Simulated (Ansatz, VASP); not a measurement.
**One calculation of Br, two programs**

INCAR

```
SYSTEM = Br
ALGO     = Normal         ! electronic algorithm
EDIFF    = 1E-7           ! SCF threshold, eV
ENCUT    = 520            ! plane-wave cutoff, eV
ISIF     = 2              ! what is computed and relaxed
ISMEAR   = -1             ! smearing method
LASPH    = .TRUE.         ! aspherical terms in the spheres
LCHARG   = .TRUE.         ! write CHGCAR
LELF     = .TRUE.         ! ELF
LREAL    = .FALSE.        ! projectors in reciprocal space
LVHAR    = .TRUE.       
LWAVE    = .FALSE.        ! write WAVECAR
NBANDS   = 22             ! bands
NELM     = 80             ! most SCF steps
PREC     = Accurate       ! precision mode
SIGMA    = 0.05           ! smearing width, eV
```

File KPOINTS:

```
k-points
0
G
  7 7 3
  0 0 0
```

POSCAR

```
Br
1.0
    3.3406771722     -2.3069619464      0.0000000000
    3.3406771722      2.3069619464      0.0000000000
    0.0000000000      0.0000000000      8.6438935422
Br
4
Direct
    0.3651000000      0.6349000000      0.3901000000
    0.1349000000      0.8651000000      0.8901000000
    0.6349000000      0.3651000000      0.6099000000
    0.8651000000      0.1349000000      0.1099000000
```

File input.yaml:

```yaml
crystal:
  lattice:
    - [3.3406771722, -2.3069619464, 0.0]
    - [3.3406771722, 2.3069619464, 0.0]
    - [0.0, 0.0, 8.6438935422]
  atoms:
    - { symbol: Br, position: [0.3651, 0.6349, 0.3901] }
    - { symbol: Br, position: [0.1349, 0.8651, 0.8901] }
    - { symbol: Br, position: [0.6349, 0.3651, 0.6099] }
    - { symbol: Br, position: [0.8651, 0.1349, 0.1099] }
kpoints:
  mp_grid: { grid: [7, 7, 3] }
scf:
  occupations: { method: fermi_dirac, width: 0.05 }
hamiltonian:
  xc: lda
  pseudopotentials: { kind: all_electron, lapw: { basis_error: 0.002 } }
output:
  forces: true
  stress: true
  eigenvalues: true
```

Change from the starting cell: volume scaled by 0.98.

Alike in both runs: task single point; functional LDA; k mesh 7 × 7 × 3; occupations fermi-dirac, width 0.05 eV; no spin polarisation.

|  | VASP | Ansatz |
| --- | --- | --- |
| version | VASP 6.6.1 | Ansatz 0.2.0 |
| potentials or method | VASP PAW LDA potentials, release 64 (Br) | all-electron LAPW, scalar-relativistic |
| plane-wave cutoff (eV) | 520 | see its input |

Ansatz gave:

- gap on the k mesh at the Fermi level (eV): 1.82
- least direct gap on the mesh (eV): 1.84
- pressure (GPa): -0.7
- largest component of the traceless stress (GPa): 1.07
- rms of the force components (eV/Å): 0.535

Problem. Estimate VASP's values.

Solution. gap on the k mesh at the Fermi level (eV): 1.82; least direct gap on the mesh (eV): 1.83; pressure (GPa): -0.6; largest component of the traceless stress (GPa): 1.15; rms of the force components (eV/Å): 0.556.

Atom by atom the forces differ by 0.021 eV/Å (rms over components). Ansatz ran all-electron here, so the differences hold the error of VASP's frozen core and of both bases.

Caveats: an odd mesh through Γ misses points on the zone boundary, where band edges often lie.
